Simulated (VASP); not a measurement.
# CdSe (P6_3mc) in VASP: a series of runs

The runs below take CdSe through single point, with r2SCAN+rVV10.

All numbers are computed with VASP 6.6.1; they aren't measurements. Logs are shortened: lines on timing, memory, paths and dates and some standing lists are left out, and cuts for length are marked.

**Measured values to compare with.**

From a printed reference work, data compilation, for a bulk crystal of CdSe at 2 K: band gap 1.841 eV.

How close the calculation comes is told below.

## Step 1: The cell of the first run

The structure is hexagonal, space group P6_3mc (No. 186). The conventional cell has a = 4.300 Å, b = 4.300 Å, c = 7.020 Å, α = 90.00°, β = 90.00°, γ = 120.00°. Cd (site symmetry 3m) has 4 Se at 2.61 to 2.70 Å within 3.4 Å. Within 3.4 Å of Se (site symmetry 3m) lie 4 Cd at 2.61 to 2.70 Å.

## Step 2: Single point, r2SCAN+rVV10

Input file POSCAR:

```
CdSe
1.0
    4.3000000000      0.0000000000      0.0000000000
   -2.1500000000      3.7239092363      0.0000000000
    0.0000000000      0.0000000000      7.0200000000
Cd Se
2 2
Direct
    0.3333333333      0.6666666667      0.0000000000
    0.6666666667      0.3333333333      0.5000000000
    0.3333333333      0.6666666667      0.3850000000
    0.6666666667      0.3333333333      0.8850000000
```

Input file INCAR.step1:

```
SYSTEM = CdSe
ALGO = Normal ; EDIFF = 1E-5
ENCUT = 550 ; GGA = PE
GGA_COMPAT = .False. ; ISMEAR = 0
LASPH = .True. ; LCHARG = .False.
LREAL = .False. ; LWAVE = .True.
NBANDS = 26 ; NELM = 120
PREC = Accurate ; SIGMA = 0.1
```

Input file INCAR.step2:

```
SYSTEM = CdSe
ALGO = Normal ; BPARAM = 11.95
CPARAM = 0.0093 ; EDIFF = 1E-6
ENCUT = 550 ; GGA_COMPAT = .False.
ISIF = 2 ; ISMEAR = 0
ISTART = 1 ; IVDW_NL = 2
LASPH = .True. ; LCHARG = .False.
LMIXTAU = .True. ; LREAL = .False.
LUSE_VDW = .True. ; LWAVE = .False.
METAGGA = R2SCAN ; NBANDS = 26
NELM = 120 ; PREC = Accurate
SIGMA = 0.1
```

Input file KPOINTS:

```
k-points
0
Gamma
  6 6 4
  0 0 0
```

Potentials or basis: VASP PAW PBE potentials, release 64 (Cd, Se).

Run with:

```
$ cat potpaw_PBE.64/Cd/POTCAR potpaw_PBE.64/Se/POTCAR > POTCAR
$ cp INCAR.step1 INCAR
$ mpirun -np 1 vasp_std > vasp.out
$ cp INCAR.step2 INCAR
$ mpirun -np 1 vasp_std > vasp.out
```

OUTCAR:

```text
SYSTEM = CdSe
   BPARAM = 11.95
   EDIFF = 1E-6
   ENCUT = 550
   ISIF = 2
   ISMEAR = 0
   ISTART = 1
   IVDW_NL = 2
   LASPH = .True.
   LREAL = .False.
   METAGGA = R2SCAN
   NELM = 120
   PREC = Accurate

 ion  position               nearest neighbor table
   1  0.333  0.667  0.000-   4 2.61   4 2.61   4 2.61   3 2.70
   2  0.667  0.333  0.500-   3 2.61   3 2.61   3 2.61   4 2.70
   3  0.333  0.667  0.385-   2 2.61   2 2.61   2 2.61   1 2.70
   4  0.667  0.333  0.885-   1 2.61   1 2.61   1 2.61   2 2.70

  LATTYP: Found a hexagonal cell.
 ALAT       =     4.3000000000
 C/A-ratio  =     1.6325581395

  Lattice vectors:

 A1 = (   4.3000000000,   0.0000000000,   0.0000000000)
 A2 = (  -2.1500000000,   3.7239092363,   0.0000000000)
 A3 = (   0.0000000000,   0.0000000000,   7.0200000000)

Analysis of symmetry for initial positions (statically):
=====================================================================
 Subroutine PRICEL returns:
 Original cell was already a primitive cell.

 Routine SETGRP: Setting up the symmetry group for a
 hexagonal supercell.

 Subroutine GETGRP returns: Found 12 space group operations
 (whereof  6 operations were pure point group operations)
 out of a pool of 24 trial point group operations.

The static configuration has the point symmetry C_3v.
 The point group associated with its full space group is C_6v.

Analysis of symmetry for dynamics (positions and initial velocities):
=====================================================================
 Subroutine PRICEL returns:
 Original cell was already a primitive cell.

 Routine SETGRP: Setting up the symmetry group for a
 hexagonal supercell.

 Subroutine GETGRP returns: Found 12 space group operations
 (whereof  6 operations were pure point group operations)
 out of a pool of 24 trial point group operations.

The dynamic configuration has the point symmetry C_3v.
 The point group associated with its full space group is C_6v.

 Subroutine INISYM returns: Found 12 space group operations
 (whereof  6 operations are pure point group operations),
 and found     1 'primitive' translations

----------------------------------------------------------------------------------------

                                     Primitive cell

  volume of cell :     112.4099

  direct lattice vectors                    reciprocal lattice vectors
     4.300000000  0.000000000  0.000000000     0.232558140  0.134267504  0.000000000
    -2.150000000  3.723909236  0.000000000     0.000000000  0.268535009  0.000000000
     0.000000000  0.000000000  7.020000000     0.000000000  0.000000000  0.142450142

  length of vectors
     4.300000000  4.300000000  7.020000000     0.268535009  0.268535009  0.142450142

  position of ions in fractional coordinates (direct lattice)
     0.333333333  0.666666667  0.000000000
     0.666666667  0.333333333  0.500000000
     0.333333333  0.666666667  0.385000000
     0.666666667  0.333333333  0.885000000

  ion indices of the primitive-cell ions
   primitive index   ion index
                 1           1
                 2           2
                 3           3
                 4           4

----------------------------------------------------------------------------------------

 KPOINTS: k-points

Automatic generation of k-mesh.
 Grid dimensions read from file:
 generate k-points for:    6    6    4

 Generating k-lattice:

  Cartesian coordinates                     Fractional coordinates (reciprocal lattice)
     0.038759690  0.022377917  0.000000000     0.166666667  0.000000000  0.000000000
     0.000000000  0.044755835  0.000000000     0.000000000  0.166666667  0.000000000
     0.000000000  0.000000000  0.035612536     0.000000000  0.000000000  0.250000000

  Length of vectors
     0.044755835  0.044755835  0.035612536

  Shift w.r.t. Gamma in fractional coordinates (k-lattice)
     0.000000000  0.000000000  0.000000000

 Subroutine IBZKPT returns following result:
 ===========================================

 Found     21 irreducible k-points:

 Following reciprocal coordinates:
            Coordinates               Weight
  0.000000  0.000000  0.000000      1.000000
  0.166667 -0.000000  0.000000      6.000000
  0.333333 -0.000000  0.000000      6.000000
  0.500000 -0.000000  0.000000      3.000000
  0.166667  0.166667  0.000000      6.000000
  0.333333  0.166667  0.000000     12.000000
[... 13 lines left out ...]
  0.333333  0.166667  0.500000     12.000000
  0.333333  0.333333  0.500000      2.000000
   k-points           NKPTS =     21   k-points in BZ     NKDIM =     21   number of bands    NBANDS=     26
   number of dos      NEDOS =    301   number of ions     NIONS =      4
   total plane-waves  NPLWV =  69984
   dimension x,y,z NGX =    36 NGY =   36 NGZ =   54
   dimension x,y,z NGXF=    72 NGYF=   72 NGZF=  108
   ions per type =               2   2
   NGX,Y,Z   is equivalent  to a cutoff of  13.92, 13.92, 12.79 a.u.
   NGXF,Y,Z  is equivalent  to a cutoff of  27.84, 27.84, 25.58 a.u.
 SYSTEM =  CdSe
   PREC   = accura    normal or accurate (medium, high low for compatibility)
   ISTART =      1    job   : 0-new  1-cont  2-samecut
   ICHARG =      0    charge: 1-file 2-atom 10-const
   ISPIN  =      1    spin polarized calculation?
   LNONCOLLINEAR =      F non collinear calculations
   LSORBIT =      F    spin-orbit coupling
   LASPH  =      T    aspherical Exc in radial PAW
   ENCUT  =  550.0 eV  40.42 Ry    6.36 a.u.   8.22  8.22 13.42*2*pi/ulx,y,z
   NELM   =    120;   NELMIN=  2; NELMDL=  0     # of ELM steps
   EDIFF  = 0.1E-05   stopping-criterion for ELM
   LREAL  =      F    real-space projection
   EDIFFG = 0.1E-04   stopping-criterion for IOM
   NSW    =      0    number of steps for IOM
   IBRION =     -1    ionic relax: 0-MD 1-quasi-New 2-CG
   NFREE  =      0    steps in history (QN), initial steepest desc. (CG)
   ISIF   =      2    stress and relaxation
   ISYM   =      2    0-nonsym 1-usesym 2-fastsym
   POTIM  = 0.5000    time-step for ionic-motion
   TEBEG  =    0.0;   TEEND  =   0.0 temperature during run
   PSTRESS=    0.0 pullay stress
   NELECT =      36.0000    total number of electrons
   NUPDOWN=      -1.0000    fix difference up-down
   EMIN   =  10.00;   EMAX   =-10.00  energy-range for DOS
   EFERMI =   0.00;   METHOD = LEGACY
   ISMEAR =     0;   SIGMA  =   0.10  broadening in eV -4-tet -1-fermi 0-gaus
   EFERMI_NEDOS =   21; number of points for ismear=-14 and -15
   IALGO  =     38    algorithm
   IMIX   =      4    mixing-type and parameters
     AMIX     =   0.40;   BMIX     =  1.00
     AMIX_MAG =   1.60;   BMIX_MAG =  1.00
  volume/ion in A,a.u.               =      28.10       189.64
  Fermi-wavevector in a.u.,A,eV,Ry     =   1.120059  2.116604 17.068937  1.254531
  Thomas-Fermi vector in A             =   2.256702
   LORBIT       =      0    0 simple, 1 ext, 2 COOP (PROOUT), +10 PAW based schemes
   METAGGA = R2SCAN    functional components
   LHFCALC =     F    Hartree Fock is set to
   AEXX    =    0.0000 exact exchange contribution
   IVDW_NL    =     2    kernel type
   BPARAM     =11.9500
   IVDW    =     0    specifies the selected vdW correction
   LEPSILON=     F    determine dielectric tensor
   LRPA    =     F    only Hartree local field effects (RPA)
 non-spin polarized calculation
 Gauss-broadening in eV      SIGMA  =   0.10
  energy-cutoff  :      550.00
  volume of cell :      112.41
 maximum number of plane-waves:      3309
 NGX is ok and might be reduce to    36
   NGX = 17   NGY = 17   NGZ = 27

 number of electron      35.9999996 magnetization

 Free energy of the ion-electron system (eV)
  ---------------------------------------------------
  ext. energy  EPLUGINS =         0.00000000
  ---------------------------------------------------
  free energy    TOTEN  =       -70.61535670 eV

  energy without entropy =      -70.61535670  energy(sigma->0) =      -70.61535670

 E-fermi :   1.0603     XC(G=0):  -9.5008

 val. band max:        0.6273435419   @ k =   0.0000   0.0000   0.0000
 cond. band min:       1.7602133318   @ k =   0.0000   0.0000   0.0000
 fundamental gap:      1.1328697899
 Fermi energy:         1.0602715900

 k-point     1 :       0.0000    0.0000    0.0000
  band No.  band energies     occupation
      1     -12.4026      2.00000
      2     -12.0247      2.00000
      3      -7.5286      2.00000
      4      -7.5286      2.00000
      5      -7.4676      2.00000
      6      -7.4676      2.00000
[... 18 lines left out ...]
     25       8.1491      0.00000
     26       8.6977      0.00000

 k-point     2 :       0.1667   -0.0000    0.0000
  band No.  band energies     occupation
      1     -12.3157      2.00000
      2     -11.9834      2.00000
      3      -7.4923      2.00000
      4      -7.4771      2.00000
      5      -7.4253      2.00000
      6      -7.4213      2.00000
[... 18 lines left out ...]
     25       8.1858      0.00000
     26       8.8223      0.00000

 k-point     3 :       0.3333   -0.0000    0.0000
  band No.  band energies     occupation
      1     -12.1270      2.00000
      2     -11.9126      2.00000
      3      -7.4299      2.00000
      4      -7.4209      2.00000
      5      -7.3284      2.00000
      6      -7.2953      2.00000
[... 18 lines left out ...]
     25       8.8941      0.00000
     26       9.4723      0.00000

 k-point     4 :       0.5000   -0.0000    0.0000
  band No.  band energies     occupation
      1     -12.0145      2.00000
      2     -11.8941      2.00000
      3      -7.4068      2.00000
      4      -7.4066      2.00000
      5      -7.2837      2.00000
      6      -7.2244      2.00000
[... 18 lines left out ...]
     25       8.9388      0.00000
     26      10.7803      0.00000
[... 409 lines left out ...]
      1     -12.0475      2.00000
      2     -12.0475      2.00000
      3      -7.4092      2.00000
      4      -7.4092      2.00000
      5      -7.3772      2.00000
      6      -7.3772      2.00000
[... 18 lines left out ...]
     25       8.7071      0.00000
     26       8.7071      0.00000

 k-point    20 :       0.3333    0.1667    0.5000
  band No.  band energies     occupation
      1     -11.9481      2.00000
      2     -11.9481      2.00000
      3      -7.3593      2.00000
      4      -7.3593      2.00000
      5      -7.3387      2.00000
      6      -7.3387      2.00000
[... 18 lines left out ...]
     25       9.1393      0.00000
     26       9.1393      0.00000

 k-point    21 :       0.3333    0.3333    0.5000
  band No.  band energies     occupation
      1     -11.9158      2.00000
      2     -11.9158      2.00000
      3      -7.3387      2.00000
      4      -7.3387      2.00000
      5      -7.3265      2.00000
      6      -7.3265      2.00000
[... 18 lines left out ...]
     25       9.9322      0.00000
     26      10.0583      0.00000

------------------------ aborting loop because EDIFF is reached ----------------------------------------

  FORCE on cell =-STRESS in cart. coord.  units (eV):
  Direction    XX          YY          ZZ          XY          YZ          ZX
  --------------------------------------------------------------------------------------
  -------------------------------------------------------------------------------------
  Total        1.2698377      1.2698377     -0.2311160      0.0000000      0.0000000      0.0000000
  in kB       18.0989811     18.0989811     -3.2940930      0.0000000      0.0000000      0.0000000
  external PRESSURE =      10.9679564 kB  Pullay stress =       0.0000000 kB

 VOLUME and BASIS-vectors are now :
 -----------------------------------------------------------------------------
  energy-cutoff  :      550.00
  volume of cell :      112.41
      direct lattice vectors                 reciprocal lattice vectors
     4.300000000  0.000000000  0.000000000     0.232558140  0.134267504  0.000000000
    -2.150000000  3.723909236  0.000000000     0.000000000  0.268535009  0.000000000
     0.000000000  0.000000000  7.020000000     0.000000000  0.000000000  0.142450142

 POSITION                                       TOTAL-FORCE (eV/Angst)
 -----------------------------------------------------------------------------------
     -0.00000      2.48261      0.00000         0.000000     -0.000000      0.289482
      2.15000      1.24130      3.51000        -0.000000      0.000000      0.289482
     -0.00000      2.48261      2.70270        -0.000000     -0.000000     -0.289482
      2.15000      1.24130      6.21270        -0.000000     -0.000000     -0.289482
 -----------------------------------------------------------------------------------
    total drift:                               -0.000000     -0.000000      0.003277

  FREE ENERGIE OF THE ION-ELECTRON SYSTEM (eV)
  ---------------------------------------------------
  free  energy   TOTEN  =       -70.6153566952 eV

  energy  without entropy=      -70.6153566952  energy(sigma->0) =      -70.61535670
```

It took 4.6 min on 1 thread of Intel Xeon 8259CL, shared host; peak memory 0.56 GiB.

What came out:

| Quantity | Value |
| --- | --- |
| Free energy | -70.6154 eV |
| Pressure | 1.1 GPa |
| Largest force | 0.289 eV/Å |
| Band gap on the k mesh | 1.13 eV |

Forces in eV/Å, atoms in the order of the input:
```
Cd   0.000  0.000  0.289
Cd   0.000  0.000  0.289
Se   0.000  0.000 -0.289
Se   0.000  0.000 -0.289
```

Caveat: the PAW data sets were made with another functional, which shifts forces and pressure a little. r2SCAN opens gaps a little over a GGA but as a rule still falls short of measured ones.

(Part 1 of 2 ends here.)
